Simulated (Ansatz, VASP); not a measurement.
**Two plane-wave programs on Nb**

INCAR

```
ALGO = Fast ; EDIFF = 1E-7
ENCUT = 520 ; GGA = CA
ISIF = 2 ; ISMEAR = 0
LASPH = T ; LCHARG = T
LELF = T ; LREAL = F
LVHAR = T ; LWAVE = F
NBANDS = 12 ; NELM = 80
PREC = Accurate ; SIGMA = 0.15
```

File KPOINTS:

```
k-points
0
Gamma
  20 20 20
```

File POSCAR:

```
Nb
1.0
   -1.6639500000      1.7887462500      1.6639500000
    1.6639500000     -1.7887462500      1.6639500000
    1.6639500000      1.7887462500     -1.6639500000
Nb
1
Direct
    0.0000000000      0.0000000000      0.0000000000
```

Input for Ansatz:

```yaml
crystal:
  lattice:
    - [-1.66395, 1.78874625, 1.66395]
    - [1.66395, -1.78874625, 1.66395]
    - [1.66395, 1.78874625, -1.66395]
  atoms:
    - { symbol: Nb, position: [0.0, 0.0, 0.0] }
basis:
  ecutwfc: 420
kpoints:
  mp_grid: { grid: [20, 20, 20] }
hamiltonian:
  xc: lda
scf:
  occupations: { method: gaussian, width: 0.15 }
output:
  forces: true
  stress: true
  eigenvalues: true
```

Change from the starting cell: strain +0.0750 x Voigt [0, 1, 0, 0, 0, 0], atoms carried along.

Alike in both runs: task single point; functional LDA; k mesh 20 × 20 × 20; occupations gaussian, width 0.15 eV; no spin polarisation.

|  | VASP | Ansatz |
| --- | --- | --- |
| version | VASP 6.6.1 | Ansatz 0.2.0 |
| potentials or method | VASP PAW LDA potentials, release 64 (Nb_sv) | scalar-relativistic, plane waves, PAW |
| plane-wave cutoff (eV) | 520 | 420 |
| valence electrons in the cell | 13 | 13 |

VASP gave:

```
gap on the k mesh at the Fermi level (eV)       : none
pressure (GPa)                                  : -20.9
largest component of the traceless stress (GPa) : 4.33
```

Which values does Ansatz return?

gap on the k mesh at the Fermi level (eV): none; pressure (GPa): -20.8; largest component of the traceless stress (GPa): 4.33.

A gap of «none» marks a metal or a gap that the smearing closes.

Caveats: so large a pressure means that the cell lies far from this level's equilibrium, or that cutoff or potentials fall short (VASP).
